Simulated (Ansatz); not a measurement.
Level of theory: DFT, PBE, scalar-relativistic, no spin polarisation; plane waves to 420 eV with PAW datasets (Ansatz 0.2.0), Γ-centred 8×8×8 mesh, 0.05 eV Gaussian smearing; PAW files: Ansatz's generated set soft_2.

The calculation on XZrO3, where X is one element, gave:

| Item | Value |
| --- | --- |
| Space group | Pm-3m (No. 221) |
| Conventional cell | a = 4.228 Å, b = 4.228 Å, c = 4.228 Å, α = 90.00°, β = 90.00°, γ = 90.00° |
| Volume | 15.12 Å³/atom |
| Band gap | 3.18 eV |
| Smallest direct gap | 3.40 eV |
| Bader charges | X 1.54; Zr 2.55; O -1.36 e |
| Formation energy from the elements (0 K, uncorrected) | -3.28 eV/atom |
| Bulk modulus (Birch–Murnaghan) | 150 GPa |
| Pressure derivative B0′ | 4.5 |
| Shear modulus (Hill) | 92 GPa |
| Young's modulus | 228 GPa |
| Poisson's ratio | 0.24 |
| Elastically stable | yes |

Sites: X on 1a, Zr on 1b, O on 3c.

Q: Which element is X?
A. Ce
B. La
C. Ba
D. Cs

A: C. X is Ba, so the compound is BaZrO3.

The start was a prototype's sites filled with these elements; the Crystallography Open Database holds the compound in this structure. The ideal cubic cell shuts out tilts of the octahedra, which such structures often take.

Kohn–Sham gaps of semilocal functionals lie under measured ones, often by a third or more. For elements this heavy, spin–orbit coupling would shift levels and gaps; it isn't included here.
